The band gap of a crystal, computed with a given functional, ought to depend on the crystal and the functional alone. In practice it also carries a trace of how the calculation was done. The five runs below treat the same crystal, the 4H stacking of diamond, with the same PBE functional and the same atomic positions. The names have been taken off the rows: how many can be given back from the gaps?

PBE calculations without spin polarisation or spin–orbit coupling for 4H diamond (P6₃/mmc, 8 atoms per cell) at one fixed geometry, with a 12×12×4 k mesh and Fermi–Dirac smearing of 0.05 eV. Both gaps are taken on the k mesh. Under basis, values in eV are plane-wave cutoffs, except for LAPW, where the target basis error is given. Candidates: Quantum ESPRESSO, GPAW, Ansatz LAPW, Octopus, DFTK.

```
row  gap (eV)  direct gap (eV)
  A     4.429            5.196
  B     4.474            5.220
  C     4.475            5.220
  D     4.413            5.190
  E     4.421            5.193
```

The gap $E_\mathrm{g}$ is the smallest energy between a filled and an empty state anywhere on the mesh of wave vectors. The direct gap $E_\mathrm{d}$ is the smallest such energy at one and the same wave vector. In every row the highest filled state lies at the zone centre, and so does the direct gap. The lowest empty state lies elsewhere, which makes $E_\mathrm{g}$ the smaller of the two. Both gaps therefore start from the same filled state and differ only in the empty state that they reach.

## Sorting the rows

The gaps fall into two groups. Rows A, D and E lie within 16 meV of each other, and rows B and C within 1 meV. Between the groups is an empty interval of 45 meV. The direct gap divides the rows in the same way.

The candidates differ in two respects. One is the basis, the set of functions or grid points in which the wave functions are written. It is a numerical tool: for a given potential, all good bases lead to the same gap once they are fine enough. The other is the potential, which describes how a valence electron meets the nucleus and its inner electrons. A different potential means a slightly different equation, and a finer basis doesn't remove that difference, so the groups should follow the potentials.

DFTK and Octopus both use norm-conserving potentials of the PseudoDojo family, which replace the true wave function near the nucleus by a smooth one. Ansatz LAPW treats all electrons explicitly. GPAW uses the PAW method, as does Quantum ESPRESSO with the carbon potential chosen here, and PAW rebuilds the all-electron shape of the valence states near the nucleus. The two PAW runs should thus resemble the all-electron run, which leaves B and C for DFTK and Octopus.

This grouping is a strong inference, though not a certain one. B and C could in principle be two of the other three runs, agreeing by accident. But then at least one PAW run would miss the all-electron gap by 45 meV or more, against the purpose of PAW.

The order inside each group stays open. Differences of 1 meV in the pair and of 8 to 16 meV in the trio can arise from ordinary working cutoffs or from details of the potentials, and theory doesn't say which program should come out higher. Of the 120 ways to give five names to five rows, 12 survive: two orders for the pair times six for the trio.

The rows with their labels:

```
         program                              potentials                      basis  gap (eV)  direct gap (eV)
            GPAW    GPAW PAW data sets (gpaw data 1.2.1)                     800 eV     4.413            5.190
     Ansatz LAPW  all electron LAPW, scalar relativistic  0.001 eV/atom basis error     4.421            5.193
Quantum ESPRESSO                 SSSP 1.3 efficiency PBE                     748 eV     4.429            5.196
            DFTK          dojo.nc.sr.pbe.v0_4_1.standard                    1116 eV     4.474            5.220
         Octopus                          pseudodojo_pbe                    default     4.475            5.220
```

The labels confirm the grouping: B is DFTK and C is Octopus. In the trio, A is Quantum ESPRESSO, D is GPAW and E is the all-electron run. The last lies midway between the two PAW runs, but that position could not have been predicted.

## What the step between the groups means

DFTK expands its wave functions in plane waves, while Octopus uses a grid of points in space. Two such different tools agree within 1 meV when their potentials come from one family. This points to the potential, and not to the program or the basis, as the source of the step.

One suspect can be tested further. The norm-conserving potentials freeze the inner 1s electrons of carbon in their atomic state, which the all-electron run doesn't do. But both PAW runs freeze them too, and their gaps stay within 8 meV of the all-electron value. Freezing the core is therefore an unlikely cause of a step several times larger. The likelier cause is the way in which the norm-conserving potential itself was built.

The simplest description of the gaps is one common value plus one step for the PseudoDojo rows. Fitted to all five rows, it gives a step of about 54 meV, or 1.2 % of the gap, and a typical miss of 5 meV. Since every row took part in the fit, this measures the step without explaining it. The direct gap, which was not used, offers a test of what the step does to the bands.

## A rigid shift fails

Suppose that the change of potential lifts all empty states by the same amount relative to the filled ones. The direct gap must then rise by the same step as the gap. The mean direct gap of the trio is 5.193 eV, so the estimate for the pair is

$$E_\mathrm{d} \approx 5.193\ \mathrm{eV} + 0.054\ \mathrm{eV} = 5.247\ \mathrm{eV}.$$

The computed value is 5.220 eV. The direct gap has risen by only 27 meV, half of what the rigid picture requires. Stretching both gaps by a common factor does worse still, because the larger gap would then have to rise more.

The reason can be read from how a small change of potential acts. To first order, it moves each state by the expectation value of the change in that state:

$$\delta_i = \langle \psi_i | \Delta V | \psi_i \rangle .$$

Here $\psi_i$ is the wave function of state $i$. $\Delta V$ is not the raw difference between the two potentials, which is large near the nucleus, but a small effective operator that stands for their different action on the valence electrons, including the readjustment of the electron density. It can depend on angular momentum. A gap moves by the $\delta$ of its empty state less that of its filled state. Both gaps share the filled state, so it drops out when their steps are subtracted. The remaining difference, about 27 meV, belongs to the empty states alone: measured from the shared filled state, the lowest one is raised more than the one at the zone centre.

The sodium atom shows the same principle in a simpler setting. Its outer electron can occupy a 3s, 3p or 3d state, and these penetrate the inner shells to different depths. A small change of the potential deep inside the core, the same for every angular momentum, therefore moves the three levels by different amounts, most of all the 3s level. The comparison ends there: states in a crystal mix these characters, in proportions that vary with the wave vector, and the flaw of a smooth potential isn't simply a matter of penetration.

Among themselves the upper filled states at the zone centre hardly move: in all five runs the distances between the four highest levels agree within 8 meV. Why should the empty states be affected more? A norm-conserving potential is built to scatter electrons as the true atom does, for selected angular momenta and near selected energies. Away from those energies, and for angular momenta that were not selected, the match is less closely controlled, and empty states can feel this. It may be that the lowest empty state of this crystal contains more of an angular character that the potential reproduces less well. That last step is a guess, which a breakdown of the two empty states by angular momentum could test.

## What to do about it

When gaps from two programs disagree by some tens of meV, on the same mesh and with sound cutoffs, compare the potentials before refining the basis further. In this crystal a change of program within one potential family moved the gap by 1 meV, while the step from the other three runs to that family was about 54 meV. Nor should such an offset be removed by adding one constant to all empty states. A constant that repairs the gap here would overcorrect the direct gap by a factor of two.

Agreement in the gap is also no general certificate for a calculation. In the same runs Quantum ESPRESSO and DFTK, which belong to different groups by their gaps, give pressures that differ by only 0.002 GPa. Quantum ESPRESSO and GPAW, which belong to the same group, differ by 0.5 GPa, a difference that may hold errors of the basis as well as of the potentials. A gap compares two single states, whereas the pressure gathers the response of all filled ones, so a setup has to be checked on the quantity for which it will be used.

For a decision about a real material, the scale of the step matters. PBE places the gap of ordinary diamond too low by more than 1 eV, a recalled figure, and all five runs share that functional. Choosing among these potentials therefore matters when small differences between calculations are at stake. It does not bring the gap appreciably closer to experiment.

The output below gives the distances from the all-electron row, the fit and the two tests on the direct gap.

Printed output of the fit:

```
Distance from the all-electron row:
               row  gap less LAPW in meV  direct gap less LAPW in meV  direct less indirect gap in meV
              GPAW                    -8                           -3                              777
       Ansatz LAPW                     0                            0                              772
  Quantum ESPRESSO                     8                            3                              767
              DFTK                    53                           27                              746
           Octopus                    54                           27                              745
Spread of the gap in the trio (meV): 16
Spread of the gap in the pair (meV): 1
Empty interval between trio and pair (meV): 45
Step of the indirect gap from trio to pair (meV): 53.5
Step of the indirect gap in percent of the trio mean: 1.21
Step of the direct gap computed (meV): 27
Step of the direct gap if all conduction states rose rigidly (meV): 53.5
Step of the direct gap if all gaps stretched by one factor (meV): 62.84
Direct step over indirect step: 0.5047
fit of result_gap on 5 rows: constant 4.421 +/- 0.0038, coefficient of ncn 0.0535 +/- 0.006; rms 0.00507, worst GPAW 0.008, leave-one-out rms 0.00762
Ways to give five names to five rows: 120
Ways left once pair and trio are told apart: 12
Total energy of Octopus less DFTK (meV per atom): 14.61
Pressure of Quantum ESPRESSO less DFTK (GPa): 0.002137
Pressure of Quantum ESPRESSO less GPAW (GPa): 0.5275
```
